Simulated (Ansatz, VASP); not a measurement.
Cd in VASP and in Ansatz

```
Cd
1.0
     0.00000    2.25415    2.25415
     2.25415    0.00000    2.25415
     2.25415    2.25415    0.00000
Cd
1
Cartesian
  0.0000 0.0000 0.0000
```

Alike in both runs: functional PBE; k mesh 16 × 16 × 16; occupations gaussian, width 0.1 eV; no spin polarisation.

Ansatz relaxed the structure, and its values are those at the end. VASP's run is a single point on that final structure, the one shown.

```csv
,VASP,Ansatz
version,VASP 6.6.1,Ansatz 0.2.0
potentials or method,"VASP PAW PBE potentials, release 64 (Cd)","scalar-relativistic, plane waves, PAW"
plane-wave cutoff (eV),520,420
valence electrons in the cell,12,20
```

|  | VASP | Ansatz | Ansatz less VASP |
| --- | --- | --- | --- |
| gap on the k mesh at the Fermi level (eV) | none | none | - |
| pressure (GPa) | 0.3 | 0.0 | -0.29 |

A gap of «none» marks a metal or a gap that the smearing closes. The two sets of potentials don't hold the same shells in valence.
